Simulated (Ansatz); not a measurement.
Crystal: AlNi3.

```
Ni Al
1.0
     3.52305    0.00000    0.00000
     0.00000    3.52305    0.00000
     0.00000    0.00000    3.52305
Ni Al
3 1
Direct
  0.50000 0.50000 0.00000
  0.50000 0.00000 0.50000
  0.00000 0.50000 0.50000
  0.00000 0.00000 0.00000
```

The cell is a database's computed one.

Base run:

```yaml
Program: Ansatz 0.2.0
Functional: revPBE
Potentials_or_basis: Ansatz PAW
Cutoff: "420 eV (not typed: the program's choice for these potentials)"
k_mesh: 8 × 8 × 8
Occupations: fermi-dirac, width 0.05 eV
Spin: collinear spin, ferromagnetic start
Starting_moments: "[1.0, 1.0, 1.0, 0.0] μB"
```

Its results: band gap on the k mesh none (metal or under the smearing width); pressure 11.0 GPa; net moment 0.72 μB per cell; site moments Ni +0.27; Al -0.02 μB.

Task: The run is repeated on the same cell with these changes: functional from revPBE to BLYP. What comes out?

Result: Band gap on the k mesh none (metal or under the smearing width); pressure 14.6 GPa; net moment 0.64 μB per cell; site moments Ni +0.23; Al -0.01 μB.

Caveats: the PAW data sets come from PBE, with cores solved anew for the run's functional, which leaves a small shift of forces and pressure.
